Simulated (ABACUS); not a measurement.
Os, 2 atoms in the cell. Symmetry: P6_3/mmc, No. 194, hexagonal system. The conventional cell has a = 2.734 Å, b = 2.734 Å, c = 4.320 Å, α = 90.00°, β = 90.00°, γ = 120.00°. Os (site symmetry -6m2) is surrounded by 12 Os at 2.68 to 2.73 Å. 

```yaml
Program: ABACUS 3.10.1
Task: band structure
Functional: PBEsol
Potentials_or_basis: GBRV ultrasoft 1.5 PBEsol
Cutoff: 544 eV
Density_cutoff: 4354 eV
Basis: plane waves
Occupations: fermi-dirac, width 0.05 eV
Spin: no spin polarisation
Radial_cutoff_of_the_potentials_pseudo_rcut: 10 bohr
Threshold_of_the_eigensolver: 1e-07 Ry
Density: read from an earlier self-consistent run
Path: G-M-K-G-A-L-H-A, L-M, K-H
Points_for_each_segment_of_the_path: 10
SCF_threshold_on_the_density: 1e-08
Max_SCF_steps: 100
Eigensolver: dav
Mixing: broyden
Mixing_share: 0.7
Symmetry_key: -1
```

Potentials or basis: GBRV ultrasoft 1.5 PBEsol, plane waves.

Run with:

```console
$ OMP_NUM_THREADS=1 mpirun -np 4 abacus > log
```

Hardware: 4 MPI ranks on Intel(R) Xeon(R) Platinum 8488C (Sapphire Rapids), on a shared host.

Problem. How long does it take, and how much memory?

Solution. Run time: 4.2 s on 4 MPI ranks on Intel(R) Xeon(R) Platinum 8488C (Sapphire Rapids), with other jobs on the host, peak memory 0.88 GiB a rank. Counts: scf iterations 1, k points 93, bands 26, ranks 4.
